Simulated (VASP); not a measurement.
Runs of VASP 6.6.1 on Li. It takes space group P-6m2 (No. 187, hexagonal). Conventional cell: a = 3.006 Å, b = 3.006 Å, c = 7.793 Å, α = 90.00°, β = 90.00°, γ = 120.00°. Li (site symmetry 3m) has 10 Li at 2.76 to 3.06 Å as nearest neighbours. Around Li (site symmetry -6m2) lie 12 Li at 3.01 to 3.06 Å. The cell was built by a generator and needn't be a form met in nature.

```csv
task,level,potentials or basis,spin,cell,cutoff (eV),smearing,gap on the mesh (eV),pressure (GPa),relaxed volume (Å³/atom),largest force (eV/Å)
relaxation of cell and atoms,PBE,"VASP PAW PBE potentials, release 64 (Li_sv)",off,relaxed,600,methfessel-paxton 0.1 eV,none,0.0,(a),0.01
relaxation of cell and atoms,PBEsol,"VASP PAW PBE potentials, release 64 (Li_sv)",off,relaxed,600,methfessel-paxton 0.1 eV,none,0.0,20.04,-
single point,PBE,"VASP PAW PBE potentials, release 64 (Li_sv)",off,as given,520,fermi-dirac 0.05 eV,none,-,-,0.01
single point,RPBE+D3(BJ),"VASP PAW PBE potentials, release 54 (Li)","collinear, antiferromagnetic start",as given,500,fermi-dirac 0.1 eV,none,-7.6,-,0.10
```

Alike in all rows: k mesh 10 × 10 × 4.

Task: Fill in the values left out.

Result: (a) 20.13.

Caveats: the cutoff is under 1.25 times the usual one of these potentials, so pressure, stress and relaxed cells hold a basis-set (Pulay) error (some runs); the PAW data sets were made with another functional, which shifts forces and pressure a little (some runs); pairwise dispersion overbinds metals, which lowers pressure and volume (some runs).

A gap of «none» marks a metal or a gap under the smearing width.

The runs don't all hold the same shells in valence.
